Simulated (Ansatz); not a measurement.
# KCl: modes and screening against the lattice constant

Computed with DFT PBE, scalar-relativistic, plane waves, PAW (Ansatz). Settings: 420 eV plane-wave cutoff, Γ-centred 6×6×6 mesh, fixed occupations. No spin polarisation. Phonons by linear response, acoustic sum rule imposed.

The cell is fixed (symmetry leaves no force on the atoms) and stands under -0.8 GPa:
```xyz
2
Lattice="3.8933 0.0000 0.0000 0.0000 3.8933 0.0000 0.0000 0.0000 3.8933" Properties=species:S:1:pos:R:3 pbc="T T T"
K     0.0000    0.0000    0.0000
Cl    1.9466    1.9466    1.9466
```

The cell is the ideal cubic caesium chloride prototype; this isn't the usual structure of the compound.

**Question.** How do the optical zone-centre modes (counted from the lowest optical one, degenerate ones once; i marks imaginary ones; without the LO field) and the screening change over a = 3.834 and 3.893 Å?

**Answer.**
| a (Å) | 3.834 | 3.893 |
| --- | --- | --- |
| pressure (GPa) | 0.0 | -0.8 |
| gap on the mesh (eV) | 4.81 | 4.63 |
| ε∞ | 2.55 | 2.50 |
| ε0 | 9.7 | 12.5 |
| mode 1 (cm⁻¹) | 97 | 81 |